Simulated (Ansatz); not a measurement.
# TiO: how settings move the results

One table from this session's results is given with a row withheld; the runs are named, their logs left out.

Computed with Ansatz 0.2.0 (DFT r2SCAN, scalar-relativistic, plane waves, PAW, unless a step's input says otherwise).

**Starting point**

Symmetry: P-6m2, No. 187, hexagonal system. The conventional cell has a = 3.031 Å, b = 3.031 Å, c = 3.238 Å, α = 90.00°, β = 90.00°, γ = 120.00°. Ti (site symmetry -6m2) has 6 O at 2.38 Å as nearest neighbours. O (site symmetry -6m2) is surrounded by 6 Ti at 2.38 Å.

Coordinates:

```cif
data_structure
_symmetry_space_group_name_H-M 'P-6m2'
_symmetry_Int_Tables_number 187
_cell_length_a 3.0310
_cell_length_b 3.0310
_cell_length_c 3.2377
_cell_angle_alpha 90.000
_cell_angle_beta 90.000
_cell_angle_gamma 120.000
_cell_volume 25.76
loop_
_atom_site_label
_atom_site_type_symbol
_atom_site_symmetry_multiplicity
_atom_site_Wyckoff_symbol
_atom_site_fract_x
_atom_site_fract_y
_atom_site_fract_z
_atom_site_occupancy
Ti1 Ti 1 e 0.66667 0.33333 0.00000 1
O1 O 1 b 0.00000 0.00000 0.50000 1
```

Source of the structure: the Crystallography Open Database. It is taken as it stands there.

**The base input**

File input.yaml:

```yaml
crystal:
  lattice:
    - [3.0309987015, 0.0, 0.0]
    - [-1.5154993507, 2.6249218743, 0.0]
    - [0.0, 0.0, 3.2377]
  atoms:
    - { symbol: Ti, position: [0.6666666667, 0.3333333333, 0.0] }
    - { symbol: O, position: [0.0, 0.0, 0.5] }
basis:
  ecutwfc: 500
kpoints:
  mp_grid: { grid: [12, 12, 12] }
hamiltonian:
  xc: r2scan
scf:
  occupations: { method: gaussian, width: 0.01 }
output:
  forces: true
  stress: true
  eigenvalues: true
  populations: true
```

It was run beforehand and gave: -1537.3326 eV/atom at zero smearing, pressure -39.62 GPa, largest force 0.000 eV/Å, gap on the mesh 0.17 eV, in 8 SCF cycles and 9.3 s.

The first run:

File input.yaml:

```yaml
crystal:
  lattice:
    - [3.0309987015, 0.0, 0.0]
    - [-1.5154993507, 2.6249218743, 0.0]
    - [0.0, 0.0, 3.2377]
  atoms:
    - { symbol: Ti, position: [0.6666666667, 0.3333333333, 0.0] }
    - { symbol: O, position: [0.0, 0.0, 0.5] }
basis:
  ecutwfc: 200
kpoints:
  mp_grid: { grid: [12, 12, 12] }
hamiltonian:
  xc: r2scan
scf:
  occupations: { method: gaussian, width: 0.01 }
output:
  forces: true
  stress: true
  eigenvalues: true
relax:
  adjacent_minimum: "off"
  f_tol: 0.01
  max_steps: 60
  cell: { stress_tol: 0.05 }
```

Command:

```bash
ansatz run input.yaml --threads 1 --pin off --max-ram 2560MiB --backend cpu --events-out ev --progress --plain --runs-dir out
```

Steps of the session up to this table: Relaxing with cutoff 200 eV; Relaxing with cutoff 250 eV; Relaxation, cutoff: 350 eV; Relaxing with cutoff 650 eV.

One of the session's tables, all rows but one given; the rest of the session is left out.

It belongs to the step «What the cutoff of a full relaxation changes». 

```
cutoff  a (Å)  c (Å)  volume (Å³/atom)
   200  2.790  2.717              9.16
   250  2.788  2.793              9.40
   350      ?      ?                 ?
   500  2.803  2.819              9.59
   650  2.803  2.818              9.59
```

Q: Estimate the row for cutoff = 350 from the others.

Worked estimate for «a (Å)». A straight line through the neighbours (250, 2.788) and (500, 2.803) gives 2.788 + (2.803 − 2.788) × (350 − 250) / (500 − 250) = 2.794; a parabola fitted to 4 rows on both sides gives 2.796.

The run gave: a (Å): 2.805; c (Å): 2.820; volume (Å³/atom): 9.61. In «a (Å)» the line misses by -0.011 and the parabola by -0.009. Between these rows the values bend or scatter more than so simple an estimate can follow.

To keep in mind: The settings are coarse, so take the values as rough. Spin polarisation is off in the runs that give these values; a magnetic solution could lie lower. Warnings in the runs' records: cutoff below recommended.
